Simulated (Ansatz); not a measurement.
# Tungsten, diamond under BLYP: from relaxation to bulk modulus, part 1 of 2

The plan for tungsten in the diamond structure: relax it, solve it on a dense k-mesh, then scale the cell to 7 volumes from 88 to 112 % of the relaxed one and try a fit of the equation of state. Spin polarisation is left out. The k-meshes are 10×10×10 for the relaxation; 15×15×15 for the dense run; 10×10×10 for the volumes.

This is W in the diamond structure; at room conditions it is bcc.

Program: Ansatz 0.2.0. Level of theory: DFT BLYP, plane waves (420 eV) with PAW, scalar-relativistic; the PAW data stem from PBE, with regenerated cores. These are calculated values, not measurements.

### 1 The structure to begin with

The structure is cubic, space group Fd-3m (No. 227). Conventional cell: a = 5.552 Å, b = 5.552 Å, c = 5.552 Å, α = 90.00°, β = 90.00°, γ = 90.00°. W (site symmetry -43m) has 4 W at 2.40 Å as nearest neighbours.

Structure file:

```
CELL_PARAMETERS angstrom
0.00000 2.77607 2.77607
2.77607 0.00000 2.77607
2.77607 2.77607 0.00000
ATOMIC_POSITIONS crystal
W 0.12500 0.12500 0.12500
W 0.87500 0.87500 0.87500
```

### 2 Relaxation of the cell

Input file input.yaml:

```yaml
crystal:
  lattice:
    - [0.0, 2.7760741367, 2.7760741367]
    - [2.7760741367, 0.0, 2.7760741367]
    - [2.7760741367, 2.7760741367, 0.0]
  atoms:
    - { symbol: W, position: [0.125, 0.125, 0.125] }
    - { symbol: W, position: [0.875, 0.875, 0.875] }
hamiltonian:
  xc: blyp
  pseudopotentials:
    kind: paw
    azcp:
      W: "pseudopotentials/W.paw.azcp"
basis:
  ecutwfc: 420
  fft_grid_basis: typed
kpoints:
  mp_grid: { grid: [10, 10, 10], shift: [0, 0, 0] }
magnetization:
  spin_polarized: false
scf:
  occupations: { method: fermi_dirac, width: 0.1 }
relax:
  max_steps: 60
  f_tol: 0.01
  cell: {}
output:
  write_density: true
  write_potential: true
  elf: true
  volumetric_format: npy
```

The log of the run:

```text
Warning: RAYON_NUM_THREADS=2 ignored (pool sized by the plan → 2); use --threads N
Engine: ansatz 0.2.0, aarch64-unknown-linux-gnu
Pseudopotentials: kind: paw
Pseudopotential: W, paw, valence charge 14, recommended cutoff 420 eV (normal), <dir>
Functional definition: BLYP
  parameter beta = 0.0042
  parameter a = 0.04918
  parameter b = 0.132
  parameter c = 0.2533
  parameter d = 0.349
  exchange = b88_x(beta = beta)
  correlation = lyp_c(a = a, b = b, c = c, d = d)
Crystal: 2 atoms, lattice volume = 42.788 Å³
Basis set: ecut = 420 eV, 869 PW (Γ), exchange–correlation on 54×54×54 points (8 copies of the dense FFT grid, shifted against one another)
Bands: 18, of which v1, the nominal top of the filled ones, is band 14 counted from 1 (13 counted from 0)
Symmetry: 48 space group operations
Space group: Fd-3m (ITA 227), of the structure as read, at distance tolerance 3.5e-5 Å
k-points: 47 of 1000
Non-local potential: W, projectors of the file, l = 0: 3, l = 1: 2, l = 2: 2, l = 3: 1
PAW form: soft (Blöchl's): semilocal exchange-correlation on the pseudo side does not see the compensation charge
PAW frozen core: W, regenerated for the run's functional, and the local potential with it (the file was generated under x = pbe(κ = 0.804, μ = 0.2195149727645171), c = pbe(β = 0.06672455060314922))
PAW one-centre angular grid: W, 590 points (default); XC on 64 Gauss nodes
Initial density: superposition of atomic densities (neutral atoms: chi_scale 0, normalization atom), corrected by the library's trained network
Initial wavefunctions: pseudopotential atomic-orbital guess
Functional: x = b88, c = lyp
SCF iter   1: F=—  HF=-20813.180961 eV  |F-HF|=—  |Δ(HF+E_count)|=         —  Δρ=9.86e-3  dr2=4.24e-2  ethr=1.77e-3  ⟨swp⟩=5.0  Hψ=4094  notcnv=0
preconditioner: auto → Kerker (q_TF=auto, 2.542 Å⁻¹)  [metal: Δε(μ)=0.016 eV  Ē_g=4.530 eV  σ=0.100 eV  W_gap=0.04  n_scr=14 (ndim 8)  ℏωp=19.7 eV  f_vac=0.000  D(μ)=2.51/eV (n_scr^D=26)]
SCF iter   2: F=—  HF=-20813.176964 eV  |F-HF|=—  |Δ(HF+E_count)|=   4.00e-3  Δρ=6.17e-3  dr2=1.88e-2  ethr=1.51e-4  ⟨swp⟩=1.0  Hψ=1222  notcnv=0
SCF iter   3: F=—  HF=-20813.173413 eV  |F-HF|=—  |Δ(HF+E_count)|=   3.55e-3  Δρ=8.67e-4  dr2=3.18e-4  ethr=6.72e-5  ⟨swp⟩=2.0  Hψ=1131  notcnv=0
SCF iter   4: F=—  HF=-20813.173579 eV  |F-HF|=—  |Δ(HF+E_count)|=   1.66e-4  Δρ=1.92e-4  dr2=1.26e-5  ethr=1.14e-6  ⟨swp⟩=2.0  Hψ=1129  notcnv=0
SCF iter   5: F=—  HF=-20813.173597 eV  |F-HF|=—  |Δ(HF+E_count)|=   1.78e-5  Δρ=4.71e-5  dr2=7.55e-7  ethr=4.52e-8  ⟨swp⟩=2.0  Hψ=1138  notcnv=0
SCF iter   6: F=-20813.173599 eV  HF=-20813.173599 eV  |F-HF|=9.20e-8  |Δ(HF+E_count)|=   1.98e-6  Δρ=9.59e-6  dr2=2.70e-8  ethr=3.57e-10  ⟨swp⟩=9.2  Hψ=5373  notcnv=0
SCF 1 converged in 6 iterations: F = -20813.173599 eV  dr2 = 2.70e-8
relax step   1: F+E_penalty+E_count = -20813.17359926 eV  Δ(F+E_penalty+E_count) = +0.000e0 eV  max|allowed force component| = 3.701e-17 eV/Å  Δτ_max = 0.0000 Å  P = +29.813 GPa  Ω = 42.788 Å³  (6 SCF iters, dr2 threshold 1.00e-7 eV, accepted)
Crystal: 2 atoms, lattice volume = 49.356 Å³
Basis set: ecut = 420 eV, 941 PW (Γ), exchange–correlation on 54×54×54 points (8 copies of the dense FFT grid, shifted against one another)
Initial density: handed on by an earlier stage of this run
Initial wavefunctions: those handed on with the density
iter 1 solved again at ethr=3.31e-4 eV; its pass at ethr=3.10e-3 eV (dr2=9.27e-2 eV) is discarded
SCF iter   1: F=—  HF=-20813.872994 eV  |F-HF|=—  |Δ(HF+E_count)|=         —  Δρ=9.34e-3  dr2=9.19e-2  ethr=3.31e-4  ⟨swp⟩=1.0  Hψ=5428  notcnv=0
preconditioner: auto → Kerker (q_TF=auto, 2.482 Å⁻¹)  [metal: Δε(μ)=0.013 eV  Ē_g=3.935 eV  σ=0.100 eV  W_gap=0.03  n_scr=14 (ndim 8)  ℏωp=18.3 eV  f_vac=0.006  D(μ)=3.03/eV (n_scr^D=26)]
SCF iter   2: F=—  HF=-20813.857440 eV  |F-HF|=—  |Δ(HF+E_count)|=   1.56e-2  Δρ=6.07e-3  dr2=4.08e-2  ethr=3.28e-4  ⟨swp⟩=1.0  Hψ=846  notcnv=0
SCF iter   3: F=—  HF=-20813.845776 eV  |F-HF|=—  |Δ(HF+E_count)|=   1.17e-2  Δρ=1.28e-3  dr2=1.12e-3  ethr=1.46e-4  ⟨swp⟩=2.0  Hψ=1167  notcnv=0
SCF iter   4: F=—  HF=-20813.846289 eV  |F-HF|=—  |Δ(HF+E_count)|=   5.13e-4  Δρ=3.16e-4  dr2=4.37e-5  ethr=4.01e-6  ⟨swp⟩=2.2  Hψ=1117  notcnv=0
SCF iter   5: F=—  HF=-20813.846365 eV  |F-HF|=—  |Δ(HF+E_count)|=   7.63e-5  Δρ=6.11e-5  dr2=1.57e-6  ethr=1.56e-7  ⟨swp⟩=2.0  Hψ=1110  notcnv=0
SCF iter   6: F=-20813.846370 eV  HF=-20813.846370 eV  |F-HF|=2.03e-7  |Δ(HF+E_count)|=   5.04e-6  Δρ=1.20e-5  dr2=4.59e-8  ethr=7.14e-10  ⟨swp⟩=9.4  Hψ=5347  notcnv=0
SCF 2 converged in 6 iterations: F = -20813.846370 eV  dr2 = 4.59e-8
relax step   2: F+E_penalty+E_count = -20813.84637040 eV  Δ(F+E_penalty+E_count) = -6.728e-1 eV  max|allowed force component| = 1.110e-16 eV/Å  Δτ_max = 0.0000 Å  P = +5.633 GPa  Ω = 49.356 Å³  energy of the carried Pulay correction = -1.348e-3 eV  (6 SCF iters, dr2 threshold 2.00e-7 eV, accepted)
Crystal: 2 atoms, lattice volume = 51.184 Å³
Basis set: ecut = 420 eV, 965 PW (Γ), exchange–correlation on 54×54×54 points (8 copies of the dense FFT grid, shifted against one another)
iter 1 solved again at ethr=1.76e-5 eV; its pass at ethr=3.10e-3 eV (dr2=4.92e-3 eV) is discarded
SCF iter   1: F=—  HF=-20813.885597 eV  |F-HF|=—  |Δ(HF+E_count)|=         —  Δρ=2.09e-3  dr2=4.68e-3  ethr=1.76e-5  ⟨swp⟩=1.2  Hψ=4852  notcnv=0
preconditioner: auto → Kerker (q_TF=auto, 2.467 Å⁻¹)  [metal: Δε(μ)=0.003 eV  Ē_g=3.794 eV  σ=0.100 eV  W_gap=0.01  n_scr=14 (ndim 8)  ℏωp=18.0 eV  f_vac=0.000  D(μ)=3.13/eV (n_scr^D=26)]
SCF iter   2: F=—  HF=-20813.884805 eV  |F-HF|=—  |Δ(HF+E_count)|=   7.92e-4  Δρ=1.34e-3  dr2=2.04e-3  ethr=1.67e-5  ⟨swp⟩=1.0  Hψ=846  notcnv=0
SCF iter   3: F=—  HF=-20813.884214 eV  |F-HF|=—  |Δ(HF+E_count)|=   5.91e-4  Δρ=2.84e-4  dr2=6.44e-5  ethr=7.29e-6  ⟨swp⟩=2.0  Hψ=1133  notcnv=0
SCF iter   4: F=—  HF=-20813.884237 eV  |F-HF|=—  |Δ(HF+E_count)|=   2.32e-5  Δρ=7.91e-5  dr2=2.66e-6  ethr=2.30e-7  ⟨swp⟩=2.0  Hψ=1120  notcnv=0
iter 5 did not close the SCF: its close was put off for the readings that it lacked (scf_convergence_deferred on its scf_iter line)
SCF iter   5: F=-20813.884242 eV  HF=-20813.884242 eV  |F-HF|=2.34e-7  |Δ(HF+E_count)|=   4.68e-6  Δρ=1.40e-5  dr2=1.04e-7  ethr=9.48e-9  ⟨swp⟩=2.0  Hψ=1112  notcnv=0
SCF iter   6: F=-20813.884242 eV  HF=-20813.884242 eV  |F-HF|=9.82e-9  |Δ(HF+E_count)|=   2.69e-7  Δρ=2.57e-6  dr2=2.47e-9  ethr=3.73e-10  ⟨swp⟩=6.3  Hψ=5116  notcnv=0
SCF 3 converged in 6 iterations: F = -20813.884242 eV  dr2 = 2.47e-9
relax step   3: F+E_penalty+E_count = -20813.88424226 eV  Δ(F+E_penalty+E_count) = -3.787e-2 eV  max|allowed force component| = 3.516e-16 eV/Å  Δτ_max = 0.0000 Å  P = +1.193 GPa  Ω = 51.184 Å³  energy of the carried Pulay correction = -1.689e-3 eV  (6 SCF iters, dr2 threshold 2.00e-7 eV, accepted)
Crystal: 2 atoms, lattice volume = 51.758 Å³
iter 1 solved again at ethr=1.93e-6 eV; its pass at ethr=3.10e-3 eV (dr2=5.40e-4 eV) is discarded
SCF iter   1: F=—  HF=-20813.886275 eV  |F-HF|=—  |Δ(HF+E_count)|=         —  Δρ=6.17e-4  dr2=4.10e-4  ethr=1.93e-6  ⟨swp⟩=2.0  Hψ=4778  notcnv=0
preconditioner: auto → Kerker (q_TF=auto, 2.463 Å⁻¹)  [metal: Δε(μ)=0.005 eV  Ē_g=3.757 eV  σ=0.100 eV  W_gap=0.01  n_scr=14 (ndim 8)  ℏωp=17.9 eV  f_vac=0.000  D(μ)=3.15/eV (n_scr^D=26)]
SCF iter   2: F=—  HF=-20813.886209 eV  |F-HF|=—  |Δ(HF+E_count)|=   6.60e-5  Δρ=3.91e-4  dr2=1.75e-4  ethr=1.46e-6  ⟨swp⟩=1.0  Hψ=846  notcnv=0
SCF iter   3: F=—  HF=-20813.886155 eV  |F-HF|=—  |Δ(HF+E_count)|=   5.40e-5  Δρ=8.58e-5  dr2=6.93e-6  ethr=6.25e-7  ⟨swp⟩=2.0  Hψ=1125  notcnv=0
SCF iter   4: F=—  HF=-20813.886157 eV  |F-HF|=—  |Δ(HF+E_count)|=   1.45e-6  Δρ=2.72e-5  dr2=2.97e-7  ethr=2.47e-8  ⟨swp⟩=2.0  Hψ=1130  notcnv=0
iter 5 did not close the SCF: its close was put off for the readings that it lacked (scf_convergence_deferred on its scf_iter line)
SCF iter   5: F=-20813.886157 eV  HF=-20813.886157 eV  |F-HF|=2.40e-8  |Δ(HF+E_count)|=   3.60e-7  Δρ=5.04e-6  dr2=1.93e-8  ethr=1.06e-9  ⟨swp⟩=2.0  Hψ=1127  notcnv=0
SCF iter   6: F=-20813.886157 eV  HF=-20813.886157 eV  |F-HF|=1.01e-9  |Δ(HF+E_count)|=   2.99e-8  Δρ=8.66e-7  dr2=3.49e-10  ethr=6.90e-11  ⟨swp⟩=5.5  Hψ=4618  notcnv=0
SCF 4 converged in 6 iterations: F = -20813.886157 eV  dr2 = 3.49e-10
relax step   4: F+E_penalty+E_count = -20813.88615726 eV  Δ(F+E_penalty+E_count) = -1.915e-3 eV  max|allowed force component| = 2.961e-16 eV/Å  Δτ_max = 0.0000 Å  P = -0.055 GPa  Ω = 51.758 Å³  energy of the carried Pulay correction = -1.794e-3 eV  (6 SCF iters, dr2 threshold 2.00e-7 eV, accepted)
Crystal: 2 atoms, lattice volume = 51.732 Å³
iter 1 solved again at ethr=3.76e-9 eV; its pass at ethr=3.10e-3 eV (dr2=1.05e-6 eV) is discarded
SCF iter   1: F=—  HF=-20813.886167 eV  |F-HF|=—  |Δ(HF+E_count)|=         —  Δρ=2.76e-5  dr2=8.18e-7  ethr=3.76e-9  ⟨swp⟩=2.0  Hψ=4666  notcnv=0
preconditioner: auto → Kerker (q_TF=auto, 2.463 Å⁻¹)  [metal: Δε(μ)=0.006 eV  Ē_g=3.761 eV  σ=0.100 eV  W_gap=0.01  n_scr=14 (ndim 8)  ℏωp=17.9 eV  f_vac=0.000  D(μ)=3.14/eV (n_scr^D=26)]
SCF iter   2: F=—  HF=-20813.886167 eV  |F-HF|=—  |Δ(HF+E_count)|=   2.72e-7  Δρ=1.75e-5  dr2=3.49e-7  ethr=2.92e-9  ⟨swp⟩=1.0  Hψ=846  notcnv=0
SCF iter   3: F=—  HF=-20813.886166 eV  |F-HF|=—  |Δ(HF+E_count)|=   1.06e-7  Δρ=3.78e-6  dr2=1.33e-8  ethr=1.25e-9  ⟨swp⟩=2.0  Hψ=1125  notcnv=0
iter 4 did not close the SCF: its close was put off for the readings that it lacked (scf_convergence_deferred on its scf_iter line)
SCF iter   4: F=-20813.886166 eV  HF=-20813.886166 eV  |F-HF|=6.62e-10  |Δ(HF+E_count)|=   2.51e-9  Δρ=1.19e-6  dr2=5.65e-10  ethr=4.75e-11  ⟨swp⟩=2.0  Hψ=1132  notcnv=0
iter 5 did not close the SCF: its close was put off for the readings that it lacked (scf_convergence_deferred on its scf_iter line)
SCF iter   5: F=-20813.886166 eV  HF=-20813.886166 eV  |F-HF|=4.73e-11  |Δ(HF+E_count)|=  7.75e-10  Δρ=2.27e-7  dr2=3.98e-11  ethr=2.02e-12  ⟨swp⟩=2.0  Hψ=1126  notcnv=0
SCF iter   6: F=-20813.886166 eV  HF=-20813.886166 eV  |F-HF|=7.28e-12  |Δ(HF+E_count)|=  5.46e-11  Δρ=4.04e-8  dr2=7.48e-13  ethr=1.00e-12  ⟨swp⟩=4.5  Hψ=3651  notcnv=0
SCF 5 converged in 6 iterations: F = -20813.886166 eV  dr2 = 7.48e-13
relax step   5: F+E_penalty+E_count = -20813.88616644 eV  Δ(F+E_penalty+E_count) = -9.176e-6 eV  max|allowed force component| = 2.405e-16 eV/Å  Δτ_max = 0.0000 Å  P = -0.001 GPa  Ω = 51.732 Å³  energy of the carried Pulay correction = -1.790e-3 eV  (6 SCF iters, accepted)
Basis set: ecut = 420 eV, 965 PW (Γ), exchange–correlation on 60×60×60 points (8 copies of the dense FFT grid, shifted against one another)
Initial wavefunctions: pseudopotential atomic-orbital guess (no wavefunctions were taken with the density)
iter 1 solved again at ethr=1.28e-7 eV; its pass at ethr=3.10e-3 eV (dr2=3.58e-5 eV) is discarded
SCF iter   1: F=—  HF=-20813.887083 eV  |F-HF|=—  |Δ(HF+E_count)|=         —  Δρ=3.56e-4  dr2=2.92e-6  ethr=1.28e-7  ⟨swp⟩=3.1  Hψ=5894  notcnv=0
preconditioner: auto → Kerker (q_TF=auto, 2.463 Å⁻¹)  [metal: Δε(μ)=0.005 eV  Ē_g=3.761 eV  σ=0.100 eV  W_gap=0.01  n_scr=14 (ndim 8)  ℏωp=17.9 eV  f_vac=0.000  D(μ)=3.14/eV (n_scr^D=26)]
SCF iter   2: F=—  HF=-20813.887646 eV  |F-HF|=—  |Δ(HF+E_count)|=   5.63e-4  Δρ=1.83e-4  dr2=7.94e-7  ethr=1.04e-8  ⟨swp⟩=1.1  Hψ=854  notcnv=0
SCF iter   3: F=—  HF=-20813.887840 eV  |F-HF|=—  |Δ(HF+E_count)|=   1.95e-4  Δρ=3.11e-6  dr2=9.95e-10  ethr=2.83e-9  ⟨swp⟩=2.3  Hψ=1262  notcnv=0
SCF iter   4: F=—  HF=-20813.887840 eV  |F-HF|=—  |Δ(HF+E_count)|=   2.44e-8  Δρ=4.78e-7  dr2=1.90e-10  ethr=3.56e-12  ⟨swp⟩=2.1  Hψ=1501  notcnv=0
SCF iter   5: F=—  HF=-20813.887840 eV  |F-HF|=—  |Δ(HF+E_count)|=  5.09e-11  Δρ=1.84e-7  dr2=3.51e-11  ethr=1.00e-12  ⟨swp⟩=2.1  Hψ=1112  notcnv=0
SCF iter   6: F=-20813.887840 eV  HF=-20813.887840 eV  |F-HF|=7.28e-12  |Δ(HF+E_count)|=  7.28e-12  Δρ=4.90e-8  dr2=1.68e-12  ethr=1.00e-12  ⟨swp⟩=5.6  Hψ=3365  notcnv=0
SCF 6 converged in 6 iterations: F = -20813.887840 eV  dr2 = 1.68e-12
relax step   6: F+E_penalty+E_count = -20813.88784043 eV  Δ(F+E_penalty+E_count) = -1.674e-3 eV  max|allowed force component| = 2.729e-16 eV/Å  Δτ_max = 0.0000 Å  P = +0.008 GPa  Ω = 51.732 Å³  stress off target by 8.39e-3 GPa  SCF on the basis re-selected at this cell (its energy is not comparable with the rows above)  (6 SCF iters)
basis re-selected at this cell: Δ(F+E_penalty+E_count) = -1.674e-3 eV, ΔP = +0.009 GPa vs the last step (what re-selecting the basis moved, of the pressure what is left beyond the Pulay correction that the steps carried, after the strain that the cell walked since its last selection, with what the two solves' SCF thresholds leave and, on support functions, any second-order correction that the steps lacked; it is no measure of the basis error at this ecutwfc). The dense FFT grid was sized anew with the basis: this SCF ran on 30×30×30 points, the steps before it on 27×27×27, so part of this shift can come from that change (see relax.cell in the input reference). This SCF's stress stands 8.39e-3 GPa from its target on what of the cell is left free (relax.cell.stress_tol is 5.00e-2 GPa) and its largest allowed force component is 2.73e-16 eV/Å (relax.f_tol is 1.00e-2 eV/Å): within both
SCF converged after 6 iterations
Free energy (F): -20813.887840 eV
Harris-Foulkes:  -20813.887840 eV  (|F-HF|=7.28e-12)
Internal energy: -20813.787325 eV  (E = F + TS)
E sigma→0 (E₀):  -20813.837583 eV
Entropy (-TS):   -0.100516 eV (-50.258 meV/atom)
Fermi energy:    12.211190 eV
--- Per-component energies (eV) ---
  E_band       = -417.958147
  E_kinetic    = 891.772506
  E_local      = -2275.238525  (includes V_loc(G=0)·N_el)
  E_nonlocal   = 10.104827
  E_hartree    = 832.556035
  E_xc         = -520.630217
  E_vxc        = -460.066556  (∫ρ·V_xc dr)
  E_paw        = -17182.348947  (= ΣΔE_a)
  E_vpaw       = -249.642388  (= ΣTr[D̂ρ^β])
  E_aug_tail   = -0.000121  (compensation charges beyond the density's cutoff)
  E_ewald      = -2570.382897
  E_core_change = 0.380013  (= ΣΔE_core)
  E_smearing   = -0.100516  (= −TS)
  E_closure    = 0.000000  (closes the sum)
  Σ components = -20813.887840   (vs F -20813.887840, Δ=0.00e0)
--- Forces (eV/Å), atoms counted from 1 ---
  atom   1  W      0.00000000    -0.00000000    -0.00000000
  atom   2  W     -0.00000000     0.00000000     0.00000000
  max |Σ_I F_I| component: 5.55e-17 eV/Å
--- Stress (GPa, compression-positive) ---
        0.008392      -0.000000       0.000000
       -0.000000       0.008392       0.000000
        0.000000      -0.000000       0.008392
  P = ⅓ Tr σ = 0.0084 GPa (0.084 kbar)
--- Band table (eV; the first three rows and the last of 47) ---
  k-point 0: bands = ["-60.9021", "-60.6358", "-25.4784", "-25.4784", "-25.4784", "-24.6714", "-24.6714", "-24.6714", "6.3105", "10.4736", "10.4736", "11.1624", "11.1624", "11.1624", "13.6500", "13.6500", "13.6500", "17.1349"]
  k-point 1: bands = ["-60.8973", "-60.6407", "-25.4876", "-25.4876", "-25.4767", "-24.6741", "-24.6617", "-24.6617", "6.4759", "10.3855", "10.3855", "11.1325", "11.3242", "11.3242", "13.3999", "13.6288", "13.6288", "17.1057"]
  k-point 2: bands = ["-60.8838", "-60.6546", "-25.5106", "-25.5106", "-25.4724", "-24.6810", "-24.6373", "-24.6373", "6.9474", "10.2974", "10.2974", "11.0613", "11.5448", "11.5448", "12.8061", "13.6650", "13.6650", "17.0006"]
  k-point 46: bands = ["-60.7699", "-60.7699", "-25.6550", "-25.6550", "-25.0813", "-25.0813", "-24.4877", "-24.4877", "9.6499", "9.6499", "10.5191", "10.5191", "12.0494", "12.0494", "12.6586", "12.6586", "16.5251", "16.5251"]
--- Relaxed structure (5 steps of the walk, 5 accepted, 1 SCFs on fresh bases) ---
  F+E_penalty+E_count = -20813.88784043 eV   max|allowed force component| = 2.729e-16 eV/Å   (the final SCF, on the basis selected at the relaxed cell)
  cell:  # Å, volume = 51.7324 Å³
    - [9.713053182325452e-34, 2.9574046168185633, 2.9574046168185633]
    - [2.9574046168185633, 2.159163874477683e-33, 2.9574046168185633]
    - [2.9574046168185633, 2.9574046168185633, -7.165366921259421e-34]
  atoms:
    - { symbol: W, position: [0.12499999999999999, 0.12499999999999999, 0.12499999999999999] }
    - { symbol: W, position: [0.8749999999999999, 0.8749999999999999, 0.8749999999999999] }
```

It took 10 s on 2 threads of Arm Neoverse N1, shared host; peak memory 0.35 GiB.

The steps of the relaxation:

| step | energy change (meV/atom) | largest force (eV/Å) | pressure (GPa) | volume (Å³/atom) |
| --- | --- | --- | --- | --- |
| 1 | 0.00 | 0.0000 | 29.81 | 21.394 |
| 2 | -336.39 | 0.0000 | 5.63 | 24.678 |
| 3 | -355.32 | 0.0000 | 1.19 | 25.592 |
| 4 | -356.28 | 0.0000 | -0.06 | 25.879 |
| 5 | -356.28 | 0.0000 | 0.00 | 25.866 |
| 6 | -357.12 | 0.0000 | 0.01 | 25.866 |

Steps that repeat a cell are solved on a basis chosen anew, so their changes of energy are no gain of the relaxation.

The cell of the run, before and after:

|  | before | after | change |
| --- | --- | --- | --- |
| a (Å) | 3.926 | 4.182 | +6.5 % |
| b (Å) | 3.926 | 4.182 | +6.5 % |
| c (Å) | 3.926 | 4.182 | +6.5 % |
| volume (Å³/atom) | 21.394 | 25.866 | +20.9 % |
| shortest distance (Å) | 2.404 | 2.561 | +6.5 % |
| space group (spins left aside) | Fd-3m | Fd-3m | same |

### 3 Dense single point

Input file input.yaml:

```yaml
crystal:
  lattice:
    - [0.0, 2.9574046168, 2.9574046168]
    - [2.9574046168, 0.0, 2.9574046168]
    - [2.9574046168, 2.9574046168, 0.0]
  atoms:
    - { symbol: W, position: [0.125, 0.125, 0.125] }
    - { symbol: W, position: [0.875, 0.875, 0.875] }
hamiltonian:
  xc: blyp
  pseudopotentials:
    kind: paw
    azcp:
      W: "pseudopotentials/W.paw.azcp"
basis:
  ecutwfc: 420
  fft_grid_basis: typed
kpoints:
  mp_grid: { grid: [15, 15, 15], shift: [0, 0, 0] }
magnetization:
  spin_polarized: false
scf:
  occupations: { method: fermi_dirac, width: 0.1 }
```

The log of the run (excerpt; [...] marks lines left out):

```text
Warning: RAYON_NUM_THREADS=2 ignored (pool sized by the plan → 2); use --threads N
[...]
[... 3 set-up lines as earlier in the session ...]
[...]
Crystal: 2 atoms, lattice volume = 51.732 Å³
Basis set: ecut = 420 eV, 965 PW (Γ), exchange–correlation on 60×60×60 points (8 copies of the dense FFT grid, shifted against one another)
Bands: 18, of which v1, the nominal top of the filled ones, is band 14 counted from 1 (13 counted from 0)
[... 1 set-up line as earlier in the session ...]
Space group: Fd-3m (ITA 227), of the structure as read, at distance tolerance 3.7e-5 Å
k-points: 120 of 3375
[...]
SCF iter   1: F=—  HF=-20813.910336 eV  |F-HF|=—  |Δ(HF+E_count)|=         —  Δρ=9.24e-3  dr2=7.44e-2  ethr=1.77e-3  ⟨swp⟩=5.1  Hψ=10371  notcnv=0
[...]
SCF iter   7: F=-20813.890029 eV  HF=-20813.890029 eV  |F-HF|=1.89e-8  |Δ(HF+E_count)|=   4.03e-7  Δρ=3.30e-6  dr2=3.34e-9  ethr=3.57e-10  ⟨swp⟩=2.1  Hψ=4370  notcnv=0
[...]
SCF converged after 7 iterations
Free energy (F): -20813.890029 eV
[...]
E sigma→0 (E₀):  -20813.841874 eV
Entropy (-TS):   -0.096310 eV (-48.155 meV/atom)
Fermi energy:    12.214937 eV
[...]
```

Wall time 3.5 s (2 threads of Arm Neoverse N1, shared host); peak memory 0.36 GiB.

(Continued in part 2 of 2.)
